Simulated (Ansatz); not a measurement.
A set of 12 reactions (hydrogen abstraction), with CCSD(T)/CBS values in kJ/mol:

| reaction | ΔE |
| --- | --- |
| `[F][SnH]([F])[SiH3]` + Cl• → `[F][Sn]([F])[SiH3]`• + HCl | -135.8 |
| `[Cl][SnH]([Cl])[Cl]` + `F[C](F)F`• → `[Cl][Sn]([Cl])[Cl]`• + `FC(F)F` | -161.3 |
| `C[O][SnH]([NH2])[F]` + `F[C](F)F`• → `C[O][Sn]([NH2])[F]`• + `FC(F)F` | -157.4 |
| `C[N](C)[MgH]` + Cl• → `C[N](C)[Mg]`• + HCl | -137.3 |
| `COBO` + F• → `CO[B]O`• + H–F | -119.7 |
| `[CH3][GeH2][Br]` + `[SiH3]`• → `[CH3][GeH][Br]`• + SiH₄ | -30.0 |
| `COBO` + `[SiH3]`• → `CO[B]O`• + SiH₄ | 69.4 |
| `[CH3][GeH2][Br]` + `F[C](F)F`• → `[CH3][GeH][Br]`• + `FC(F)F` | -102.0 |
| `[F][SnH]([F])[SiH3]` + `[OH]`• → `[F][Sn]([F])[SiH3]`• + H₂O | -214.7 |
| `F[Si](S)(Cl)Cl` + `F[C](F)F`• → `F[Si]([S])(Cl)Cl`• + `FC(F)F` | -77.3 |
| `C[N](C)[MgH]` + `[CH3]`• → `C[N](C)[Mg]`• + CH₄ | -159.1 |
| `F[Si](S)(Cl)Cl` + `[SiH3]`• → `F[Si]([S])(Cl)Cl`• + SiH₄ | -5.4 |

Gas-phase electronic energies from Ansatz, PBE0-D4/def2-TZVP geometries. CCSD(T)/CBS adds triple-zeta CCSD(T) − MP2 to the extrapolated MP2 energy (def2 sets, frozen cores). This one scheme is used for every species, atoms too. Functionals use def2-TZVPP. Open shells (•) are unrestricted, without spin–orbit coupling. Spin–orbit coupling would lower the free atoms: a little for Cl, F. Elements past krypton have def2 core potentials. Bonds to Br, Ge, Mg, Sn are less sure, by a few kJ/mol each and by 10 to 20 or more in all where they break to atoms, as the def2 sets lack core-valence functions. Scalar relativity is left out up to krypton. Each species was taken in one conformer, which may not be the lowest.

**Question.** Give the mean, mean absolute and largest difference (level minus CCSD(T)/CBS, kJ/mol) for: PBE-D4, r2SCAN-D4, PBE0-D4, ωB97X-V, B2PLYP, PBE, r2SCAN, PBE0, HF/def2-TZVPP, SCS-MP2/def2-TZVPP, CCSD/def2-TZVPP, HF/def2-QZVPP, MP2/def2-QZVPP, MP2/CBS(def2). (Best estimate.)

**Answer.** Ansatz gave: 
| level | mean | mean absolute | largest |
| --- | --- | --- | --- |
| PBE-D4 | -12.2 | 16.1 | -31.4 |
| r2SCAN-D4 | -3.1 | 8.1 | -20.3 |
| PBE0-D4 | -3.3 | 7.0 | -20.5 |
| ωB97X-V | 3.7 | 6.1 | 18.1 |
| B2PLYP | -3.3 | 5.0 | -8.9 |
| PBE | -12.1 | 15.7 | -31.8 |
| r2SCAN | -3.2 | 8.1 | -19.7 |
| PBE0 | -3.2 | 6.6 | -17.8 |
| HF/def2-TZVPP | 26.0 | 33.8 | 94.5 |
| SCS-MP2/def2-TZVPP | -1.0 | 4.9 | -15.1 |
| CCSD/def2-TZVPP | 4.6 | 7.1 | 19.5 |
| HF/def2-QZVPP | 25.5 | 33.3 | 92.8 |
| MP2/def2-QZVPP | -7.0 | 9.8 | -23.2 |
| MP2/CBS(def2) | -7.7 | 10.6 | -28.1 |

The largest T1 diagnostic in the set is 0.018, for `C[O][Sn]([NH2])[F]`• (customary mark 0.045).

CCSD(T)/CBS is a level of theory with its own doubt, and the functionals carry their triple-zeta basis error, so these figures describe this set and don't rank the functionals.
